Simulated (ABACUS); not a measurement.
# BeS under changes of volume

One of the cells (14.261 Å³/atom); the others are scaled copies at fixed shape and fractional positions:

```
CELL_PARAMETERS angstrom
0.00000 2.42500 2.42500
2.42500 0.00000 2.42500
2.42500 2.42500 0.00000
ATOMIC_POSITIONS crystal
S 0.75000 0.75000 0.75000
Be 0.00000 0.00000 0.00000
```

| Item | Value |
| --- | --- |
| Program | ABACUS 3.10.1 |
| Functional | PBE |
| Potentials or basis | PseudoDojo NC SR 0.4.1 PBE standard |
| Cutoff | 1361 eV |
| Density cutoff | 5442 eV |
| Basis | TZDP LCAO (the cutoffs set its grid) |
| k mesh | 9 × 9 × 9 |
| Occupations | fermi-dirac, width 0.05 eV |
| Spin | no spin polarisation |

| volume (Å³/atom) | energy over the lowest point (meV/atom) | pressure (GPa) | gap on the mesh (eV) |
| --- | --- | --- | --- |
| 13.405 | 33.20 | 9.4 | 3.07 |
| 13.690 | 18.84 | 6.8 | 3.12 |
| 13.975 | ? | ? | ? |
| 14.261 | 2.58 | 2.4 | 3.21 |
| 14.546 | 0.00 | 0.5 | 3.25 |
| 14.831 | 0.73 | -1.3 | 3.29 |
| 15.116 | 4.45 | -2.9 | 3.32 |

Task: What does the run at 13.975 Å³/atom give?

Result: Energy over the lowest point 8.76 meV/atom; pressure 4.5 GPa; gap on the mesh 3.16 eV.

Worked out: A Birch-Murnaghan fit of order 3 (a polynomial in V^(-2/3)) to the other rows has its minimum at 14.62 Å³/atom with B0 = V·E''(V) = 92 GPa and B' = 3.5. It gives 8.76 meV/atom at 13.975 Å³/atom, against the run's 8.76, and -dE/dV = 4.5 GPa, against 4.5. A straight line through the other rows of the gap, of slope 2.1 eV per unit of ln V, gives 3.16 eV, against the run's 3.16.

Energies are extrapolated to zero smearing.

Caveats: the atomic orbitals were generated for these runs and aren't a published set; an odd mesh through Γ misses points on the zone boundary, where band edges often lie; the basis of atomic orbitals isn't converged, which shifts pressures, moduli and gaps.
